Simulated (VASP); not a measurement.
# NbSi (Fm-3m) in VASP: further runs

Runs on NbSi. Level: PBE. Tasks: density of states, electric field gradients.

Program: VASP 6.6.1. These are calculated values, not measurements. Logs are shortened: lines on timing, memory, paths and dates and some standing lists are left out, and cuts for length are marked.

## 1. The crystal as given

Symmetry: Fm-3m, No. 225, cubic system. The conventional cell has a = 5.147 Å, b = 5.147 Å, c = 5.147 Å, α = 90.00°, β = 90.00°, γ = 90.00°. Nb (site symmetry m-3m) has 6 Si at 2.57 Å as nearest neighbours. Si (site symmetry m-3m) has 6 Nb at 2.57 Å as nearest neighbours.

The cell comes from a database or a generator and needn't be the stable form of this composition.

## 2. Density of states, PBE

POSCAR reads:

```
NbSi
1.0
    0.0000000000      2.5736511627      2.5736511627
    2.5736511627      0.0000000000      2.5736511627
    2.5736511627      2.5736511627      0.0000000000
Nb Si
1 1
Direct
    0.0000000000      0.0000000000      0.0000000000
    0.5000000000      0.5000000000      0.5000000000
```

INCAR.step1 reads:

```
ALGO = Normal ; EDIFF = 1E-6
ENCUT = 520 ; GGA = PE
ISIF = 2 ; ISMEAR = -1
LASPH = T ; LCHARG = T
LMAXMIX = 4 ; LREAL = F
LWAVE = F ; NBANDS = 16
NELM = 100 ; PREC = Accurate
SIGMA = 0.05
```

KPOINTS.step1 reads:

```
k-points
0
Gamma
  14 14 14
```

INCAR.step2 reads:

```
ALGO = Normal ; EDIFF = 1E-6
ENCUT = 520 ; GGA = PE
ICHARG = 11 ; ISIF = 2
ISMEAR = -5 ; LASPH = T
LCHARG = F ; LMAXMIX = 4
LORBIT = 10 ; LREAL = F
LWAVE = F ; NBANDS = 16
NEDOS = 1001 ; NELM = 100
PREC = Accurate ; SIGMA = 0.05
```

KPOINTS.step2 reads:

```
k-points
0
Gamma
  21 21 21
```

Potentials or basis: VASP PAW PBE potentials, release 64 (Nb_sv, Si).

On the command line:

```sh
$ cat potpaw_PBE.64/Nb_sv/POTCAR potpaw_PBE.64/Si/POTCAR > POTCAR
$ cp INCAR.step1 INCAR
$ cp KPOINTS.step1 KPOINTS
$ mpirun -np 1 vasp_std > vasp.out
$ cp INCAR.step2 INCAR
$ cp KPOINTS.step2 KPOINTS
$ mpirun -np 1 vasp_std > vasp.out
```

OUTCAR:

```text
EDIFF = 1E-6
   ENCUT = 520
   GGA = PE
   ICHARG = 11
   ISIF = 2
   ISMEAR = -5
   LASPH = T
   LORBIT = 10
   LREAL = F
   NELM = 100
   PREC = Accurate

 ion  position               nearest neighbor table
   1  0.000  0.000  0.000-   2 2.57   2 2.57   2 2.57   2 2.57   2 2.57   2 2.57
   2  0.500  0.500  0.500-   1 2.57   1 2.57   1 2.57   1 2.57   1 2.57   1 2.57

  LATTYP: Found a face centered cubic cell.
 ALAT       =     5.1473023254

  Lattice vectors:

 A1 = (   0.0000000000,   2.5736511627,   2.5736511627)
 A2 = (   2.5736511627,   0.0000000000,   2.5736511627)
 A3 = (   2.5736511627,   2.5736511627,   0.0000000000)

Analysis of symmetry for initial positions (statically):
=====================================================================
 Subroutine PRICEL returns:
 Original cell was already a primitive cell.

 Routine SETGRP: Setting up the symmetry group for a
 face centered cubic supercell.

 Subroutine GETGRP returns: Found 48 space group operations
 (whereof 48 operations were pure point group operations)
 out of a pool of 48 trial point group operations.

The static configuration has the point symmetry O_h .

Analysis of symmetry for dynamics (positions and initial velocities):
=====================================================================
 Subroutine PRICEL returns:
 Original cell was already a primitive cell.

 Routine SETGRP: Setting up the symmetry group for a
 face centered cubic supercell.

 Subroutine GETGRP returns: Found 48 space group operations
 (whereof 48 operations were pure point group operations)
 out of a pool of 48 trial point group operations.

The dynamic configuration has the point symmetry O_h .

 Subroutine INISYM returns: Found 48 space group operations
 (whereof 48 operations are pure point group operations),
 and found     1 'primitive' translations

----------------------------------------------------------------------------------------

                                     Primitive cell

  volume of cell :      34.0941

  direct lattice vectors                    reciprocal lattice vectors
     0.000000000  2.573651163  2.573651163    -0.194276523  0.194276523  0.194276523
     2.573651163  0.000000000  2.573651163     0.194276523 -0.194276523  0.194276523
[... 92 lines left out ...]
   NFREE  =      0    steps in history (QN), initial steepest desc. (CG)
   ISIF   =      2    stress and relaxation
   ISYM   =      2    0-nonsym 1-usesym 2-fastsym
   POTIM  = 0.5000    time-step for ionic-motion
   TEBEG  =    0.0;   TEEND  =   0.0 temperature during run
   PSTRESS=    0.0 pullay stress
   NELECT =      17.0000    total number of electrons
   NUPDOWN=      -1.0000    fix difference up-down
   EMIN   =  10.00;   EMAX   =-10.00  energy-range for DOS
   EFERMI =   0.00;   METHOD = LEGACY
   ISMEAR =    -5;   SIGMA  =   0.05  broadening in eV -4-tet -1-fermi 0-gaus
   EFERMI_NEDOS =   21; number of points for ismear=-14 and -15
   IALGO  =     38    algorithm
   IMIX   =      4    mixing-type and parameters
     AMIX     =   0.40;   BMIX     =  1.00
     AMIX_MAG =   1.60;   BMIX_MAG =  1.00
  volume/ion in A,a.u.               =      17.05       115.04
  Fermi-wavevector in a.u.,A,eV,Ry     =   1.298170  2.453185 22.929143  1.685244
  Thomas-Fermi vector in A             =   2.429515
   LORBIT       =     10    0 simple, 1 ext, 2 COOP (PROOUT), +10 PAW based schemes
   GGA     = PE    functional components
   LHFCALC =     F    Hartree Fock is set to
   AEXX    =    0.0000 exact exchange contribution
   IVDW    =     0    specifies the selected vdW correction
   LEPSILON=     F    determine dielectric tensor
   LRPA    =     F    only Hartree local field effects (RPA)
 non-spin polarized calculation
 Fermi weights with tetrahedron method with Bloechl corrections
  energy-cutoff  :      520.00
  volume of cell :       34.09
 maximum number of plane-waves:       941

 number of electron      17.0000002 magnetization

 Free energy of the ion-electron system (eV)
  ---------------------------------------------------
  ext. energy  EPLUGINS =         0.00000000
  ---------------------------------------------------
  free energy    TOTEN  =       -16.09306144 eV

  energy without entropy =      -16.09306144  energy(sigma->0) =      -16.09306144

 E-fermi :  10.2954     XC(G=0): -11.5924

 val. band max:       10.2847835922   @ k =   0.2857   0.1905   0.0476
 cond. band min:      10.2812356301   @ k =  -0.2381   0.0476   0.0000
 fundamental gap:     -0.0035479621
 Fermi energy:        10.2954053490

 k-point     1 :       0.0000    0.0000    0.0000
  band No.  band energies     occupation
      1     -45.0174      2.00000
      2     -21.0355      2.00000
      3     -21.0355      2.00000
      4     -21.0355      2.00000
      5      -0.4111      2.00000
      6       9.0186      2.00000
[... 433 lines left out ...]
      3     -21.0643      2.00000
      4     -21.0586      2.00000
      5       2.2230      2.00000
      6       5.2558      2.00000
[... 8 lines left out ...]
     15      18.8221      0.00000
     16      19.1608      0.00000

 [... further k-points ...]

------------------------ aborting loop because EDIFF is reached ----------------------------------------

  FORCE on cell =-STRESS in cart. coord.  units (eV):
  Direction    XX          YY          ZZ          XY          YZ          ZX
  --------------------------------------------------------------------------------------
  -------------------------------------------------------------------------------------
  Total       -0.0995266     -0.0995266     -0.0995266      0.0000000      0.0000000      0.0000000
  in kB       -4.6770338     -4.6770338     -4.6770338      0.0000000      0.0000000      0.0000000
  external PRESSURE =      -4.6770338 kB  Pullay stress =       0.0000000 kB

 VOLUME and BASIS-vectors are now :
 -----------------------------------------------------------------------------
  energy-cutoff  :      520.00
  volume of cell :       34.09
      direct lattice vectors                 reciprocal lattice vectors
     0.000000000  2.573651163  2.573651163    -0.194276523  0.194276523  0.194276523
     2.573651163  0.000000000  2.573651163     0.194276523 -0.194276523  0.194276523
     2.573651163  2.573651163  0.000000000     0.194276523  0.194276523 -0.194276523

 POSITION                                       TOTAL-FORCE (eV/Angst)
 -----------------------------------------------------------------------------------
      0.00000      0.00000      0.00000         0.000000      0.000000      0.000000
      2.57365      2.57365      2.57365         0.000000      0.000000     -0.000000
 -----------------------------------------------------------------------------------
    total drift:                               -0.000000      0.000000      0.000000

  FREE ENERGIE OF THE ION-ELECTRON SYSTEM (eV)
  ---------------------------------------------------
  free  energy   TOTEN  =       -16.0930614352 eV

  energy  without entropy=      -16.0930614352  energy(sigma->0) =      -16.09306144

 total charge

# of ion       s       p       d       tot
------------------------------------------
    1        2.142   5.999   2.542  10.683
    2        0.790   0.963   0.000   1.753
--------------------------------------------------
tot          2.931   6.962   2.542  12.435
```

OUTCAR.step1:

```text
EDIFF = 1E-6
   ENCUT = 520
   GGA = PE
   ISIF = 2
   ISMEAR = -1
[... 677 lines left out ...]
 -----------------------------------------------------------------------------------
      0.00000      0.00000      0.00000         0.000000     -0.000000     -0.000000
      2.57365      2.57365      2.57365        -0.000000      0.000000      0.000000
 -----------------------------------------------------------------------------------
    total drift:                               -0.000000      0.000000      0.000000

  FREE ENERGIE OF THE ION-ELECTRON SYSTEM (eV)
  ---------------------------------------------------
  free  energy   TOTEN  =       -16.0978591247 eV

  energy  without entropy=      -16.0853924167  energy(sigma->0) =      -16.09162577
```

OSZICAR.step1:

```text
N       E                     dE             d eps       ncg     rms          rms(c)
DAV:   1     0.121132601897E+03    0.12113E+03   -0.82971E+03  3336   0.994E+02
DAV:   2    -0.120069249592E+02   -0.13314E+03   -0.12619E+03  4080   0.332E+02
DAV:   3    -0.171894255563E+02   -0.51825E+01   -0.50387E+01  5504   0.546E+01
DAV:   4    -0.173693277198E+02   -0.17990E+00   -0.17976E+00  4048   0.950E+00
DAV:   5    -0.173745225106E+02   -0.51948E-02   -0.51943E-02  5440   0.156E+00    0.870E+00
DAV:   6    -0.160923195280E+02    0.12822E+01   -0.31833E+00  5496   0.160E+01    0.264E+00
DAV:   7    -0.160977803838E+02   -0.54609E-02   -0.12748E-01  3824   0.304E+00    0.165E+00
DAV:   8    -0.160978578422E+02   -0.77458E-04   -0.19863E-02  5952   0.980E-01    0.343E-01
DAV:   9    -0.160978087492E+02    0.49093E-04   -0.91235E-04  4312   0.212E-01    0.143E-01
DAV:  10    -0.160978631726E+02   -0.54423E-04   -0.18135E-04  4088   0.144E-01    0.137E-02
DAV:  11    -0.160978603325E+02    0.28401E-05   -0.70693E-06  5120   0.294E-02    0.783E-03
DAV:  12    -0.160978590520E+02    0.12805E-05   -0.73192E-07  2616   0.116E-02    0.297E-03
DAV:  13    -0.160978591247E+02   -0.72725E-07   -0.90962E-08  2176   0.359E-03
   1 F= -.16097859E+02 E0= -.16091626E+02  d E =-.124667E-01
```

Run time: 89 s. Hardware: 1 thread of AMD EPYC 9R45 (Zen 5), shared host; peak memory 0.24 GiB.

What came out:

```
Valence electrons inside the program's atomic spheres : Nb 10.68; Si 1.75
```

States per cell in windows of 1 eV (zero at the Fermi level; states under -8 eV left out):
| from (eV) | total | Nb1_d | Si2_p | Si2_s | Nb1_p | Nb1_s | Si2_d |
| --- | --- | --- | --- | --- | --- | --- | --- |
| -8.0 | 0.86 | 0.08 | 0.00 | 0.34 | 0.03 | 0.01 | 0.00 |
| -7.0 | 0.00 | 0.00 | 0.00 | 0.00 | 0.00 | 0.00 | 0.00 |
| -6.0 | 0.24 | 0.03 | 0.03 | 0.01 | 0.00 | 0.02 | 0.00 |
| -5.0 | 1.13 | 0.21 | 0.17 | 0.03 | 0.02 | 0.05 | 0.00 |
| -4.0 | 2.29 | 0.66 | 0.31 | 0.01 | 0.07 | 0.01 | 0.00 |
| -3.0 | 1.92 | 0.78 | 0.30 | 0.00 | 0.02 | 0.01 | 0.00 |
| -2.0 | 0.61 | 0.28 | 0.07 | 0.00 | 0.01 | 0.00 | 0.00 |
| -1.0 | 0.98 | 0.49 | 0.08 | 0.00 | 0.01 | 0.01 | 0.00 |
| 0.0 | 1.58 | 0.95 | 0.07 | 0.01 | 0.01 | 0.02 | 0.00 |
| 1.0 | 1.65 | 1.16 | 0.04 | 0.01 | 0.01 | 0.02 | 0.00 |
| 2.0 | 2.31 | 1.22 | 0.20 | 0.05 | 0.03 | 0.13 | 0.00 |
| 3.0 | 1.20 | 0.48 | 0.19 | 0.02 | 0.05 | 0.03 | 0.00 |
| 4.0 | 0.93 | 0.33 | 0.10 | 0.03 | 0.05 | 0.02 | 0.00 |
| 5.0 | 0.99 | 0.28 | 0.07 | 0.06 | 0.05 | 0.02 | 0.00 |
| 6.0 | 0.78 | 0.17 | 0.05 | 0.05 | 0.04 | 0.02 | 0.00 |
| 7.0 | 1.03 | 0.17 | 0.06 | 0.06 | 0.07 | 0.05 | 0.00 |

Caveat: tetrahedron occupations give inexact forces and stress in metals.

## 3. Electric field gradients, PBE

INCAR reads:

```
  ALGO = Normal
  EDIFF = 1E-8
  ENCUT = 520
  GGA = PE
  ISIF = 2
  ISMEAR = -1
  LASPH = True
  LCHARG = False
  LEFG = True
  LREAL = False
  LWAVE = False
  NBANDS = 16
  NELM = 100
  PREC = Accurate
  SIGMA = 0.05
```

KPOINTS reads:

```
k-points
0
Gamma
  14 14 14
```

POSCAR is that of step 2.

Potentials or basis: VASP PAW PBE potentials, release 64 (Nb_sv, Si).

On the command line:

```sh
$ cat potpaw_PBE.64/Nb_sv/POTCAR potpaw_PBE.64/Si/POTCAR > POTCAR
$ mpirun -np 1 vasp_std > vasp.out
```

OUTCAR:

```text
EDIFF = 1E-8
   ENCUT = 520
   GGA = PE
   ISIF = 2
   ISMEAR = -1
   LASPH = True
   LREAL = False
   NELM = 100
   PREC = Accurate

 ion  position               nearest neighbor table
   1  0.000  0.000  0.000-   2 2.57   2 2.57   2 2.57   2 2.57   2 2.57   2 2.57
   2  0.500  0.500  0.500-   1 2.57   1 2.57   1 2.57   1 2.57   1 2.57   1 2.57

  LATTYP: Found a face centered cubic cell.
 ALAT       =     5.1473023254

  Lattice vectors:

 A1 = (   0.0000000000,   2.5736511627,   2.5736511627)
 A2 = (   2.5736511627,   0.0000000000,   2.5736511627)
 A3 = (   2.5736511627,   2.5736511627,   0.0000000000)

Analysis of symmetry for initial positions (statically):
=====================================================================
 Subroutine PRICEL returns:
 Original cell was already a primitive cell.

 Routine SETGRP: Setting up the symmetry group for a
 face centered cubic supercell.

[... 645 lines left out ...]
      direct lattice vectors                 reciprocal lattice vectors
     0.000000000  2.573651163  2.573651163    -0.194276523  0.194276523  0.194276523
     2.573651163  0.000000000  2.573651163     0.194276523 -0.194276523  0.194276523
     2.573651163  2.573651163  0.000000000     0.194276523  0.194276523 -0.194276523

 POSITION                                       TOTAL-FORCE (eV/Angst)
 -----------------------------------------------------------------------------------
      0.00000      0.00000      0.00000        -0.000000      0.000000     -0.000000
      2.57365      2.57365      2.57365         0.000000     -0.000000      0.000000
 -----------------------------------------------------------------------------------
    total drift:                               -0.000000      0.000000      0.000000

  FREE ENERGIE OF THE ION-ELECTRON SYSTEM (eV)
  ---------------------------------------------------
  free  energy   TOTEN  =       -16.0978591993 eV

  energy  without entropy=      -16.0853925120  energy(sigma->0) =      -16.09162586

 Electric field gradients (V/A^2)
---------------------------------------------------------------------
 ion       V_xx      V_yy      V_zz      V_xy      V_xz      V_yz
---------------------------------------------------------------------
   1      -0.000    -0.000    -0.000     0.000     0.000     0.000
   2      -0.000    -0.000     0.000     0.000     0.000     0.000
---------------------------------------------------------------------

 Electric field gradients after diagonalization (V/A^2)
 (convention: |V_zz| > |V_xx| > |V_yy|)
----------------------------------------------------------------------
 ion       V_xx      V_yy      V_zz     asymmetry (V_yy - V_xx)/ V_zz
----------------------------------------------------------------------
   1      -0.000    -0.000     0.001       0.000
   2      -0.000    -0.000     0.000       0.000
----------------------------------------------------------------------

           NMR quadrupolar parameters

 Cq : quadrupolar parameter    Cq=e*Q*V_zz/h
 eta: asymmetry parameters     (V_yy - V_xx)/ V_zz
 Q  : nuclear electric quadrupole moment in mb (millibarn)
----------------------------------------------------------------------
 ion       Cq(MHz)       eta       Q (mb)
----------------------------------------------------------------------
   1       0.000       0.000       1.000
   2       0.000       0.000       1.000
----------------------------------------------------------------------
```

OSZICAR:

```text
N       E                     dE             d eps       ncg     rms          rms(c)
DAV:   1     0.121132601897E+03    0.12113E+03   -0.82971E+03  3336   0.994E+02
DAV:   2    -0.120069249592E+02   -0.13314E+03   -0.12619E+03  4080   0.332E+02
DAV:   3    -0.171894255563E+02   -0.51825E+01   -0.50387E+01  5504   0.546E+01
DAV:   4    -0.173693277198E+02   -0.17990E+00   -0.17976E+00  4048   0.950E+00
DAV:   5    -0.173745225106E+02   -0.51948E-02   -0.51943E-02  5440   0.156E+00    0.862E+00
DAV:   6    -0.160920412815E+02    0.12825E+01   -0.31835E+00  5496   0.160E+01    0.262E+00
DAV:   7    -0.160976460308E+02   -0.56047E-02   -0.12741E-01  3816   0.304E+00    0.163E+00
DAV:   8    -0.160978533479E+02   -0.20732E-03   -0.19830E-02  5960   0.976E-01    0.340E-01
DAV:   9    -0.160978076642E+02    0.45684E-04   -0.90728E-04  4264   0.211E-01    0.142E-01
DAV:  10    -0.160978631844E+02   -0.55520E-04   -0.18203E-04  4048   0.145E-01    0.137E-02
DAV:  11    -0.160978603706E+02    0.28138E-05   -0.69614E-06  5160   0.293E-02    0.798E-03
DAV:  12    -0.160978590520E+02    0.13186E-05   -0.86222E-07  4368   0.118E-02    0.281E-03
DAV:  13    -0.160978591723E+02   -0.12036E-06   -0.37883E-08  4680   0.213E-03    0.111E-03
DAV:  14    -0.160978592002E+02   -0.27894E-07   -0.20885E-09  2592   0.619E-04    0.186E-04
DAV:  15    -0.160978591993E+02    0.88744E-09   -0.31299E-10  2216   0.194E-04
   1 F= -.16097859E+02 E0= -.16091626E+02  d E =-.124667E-01
```

It took 39 s on 1 thread of AMD EPYC 9R45 (Zen 5), shared host; peak memory 0.16 GiB.

What came out:

```yaml
Free_energy: -16.0979 eV
Pressure: -0.2 GPa
Band_gap_on_the_k_mesh: none (metal or under the smearing width)
```

Electric field gradients, principal values (V/Å²):
```
atom    Vxx    Vyy    Vzz
1 Nb  0.000  0.000  0.001
2 Si  0.000  0.000  0.000
```

(Continued in part 2 of 2.)
